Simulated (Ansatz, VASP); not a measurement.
**Two plane-wave programs on Ag**

```
CELL_PARAMETERS angstrom
0.00000 2.92791 2.92791
2.92791 0.00000 2.92791
2.92791 2.92791 0.00000
ATOMIC_POSITIONS crystal
Ag 0.87500 0.87500 0.87500
Ag 0.12500 0.12500 0.12500
```

Alike in both runs: functional LDA; k mesh 12 × 12 × 12; occupations fermi-dirac, width 0.1 eV; no spin polarisation.

Ansatz relaxed the structure, and its values are those at the end. VASP's run is a single point on that final structure, the one shown.

```csv
,VASP,Ansatz
version,VASP 6.6.1,Ansatz 0.2.0
potentials or method,"VASP PAW LDA potentials, release 64 (Ag)","PAW with Ansatz's default frozen-core files, scalar-relativistic"
plane-wave cutoff (eV),520,420
valence electrons in the cell,22,38
```

|  | VASP | Ansatz | Ansatz less VASP |
| --- | --- | --- | --- |
| pressure (GPa) | 2.2 | 2.2 | -0.01 |

The two sets of potentials don't hold the same shells in valence.
